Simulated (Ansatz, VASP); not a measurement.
**Zr: VASP beside Ansatz**

```
Zr
1.0
     3.14022    0.00000    0.00000
    -1.57011    2.71951    0.00000
     0.00000    0.00000    5.10867
Zr
2
Direct
  0.33333 0.66667 0.25000
  0.66667 0.33333 0.75000
```

Alike in both runs: functional LDA; k mesh 15 × 15 × 8; occupations fermi-dirac, width 0.15 eV; no spin polarisation.

Ansatz relaxed the structure, and its values are those at the end. VASP's run is a single point on that final structure, the one shown.

```csv
,VASP,Ansatz
version,VASP 6.6.1,Ansatz 0.2.0
potentials or method,"VASP PAW LDA potentials, release 64 (Zr_sv)","scalar-relativistic, plane waves, PAW"
plane-wave cutoff (eV),520,420
valence electrons in the cell,24,24
```

Ansatz gave:

```
gap on the k mesh at the Fermi level (eV) : none
pressure (GPa)                            : 0.0
```

Which values does VASP return?

gap on the k mesh at the Fermi level (eV): none; pressure (GPa): 0.1.

A gap of «none» marks a metal or a gap that the smearing closes.
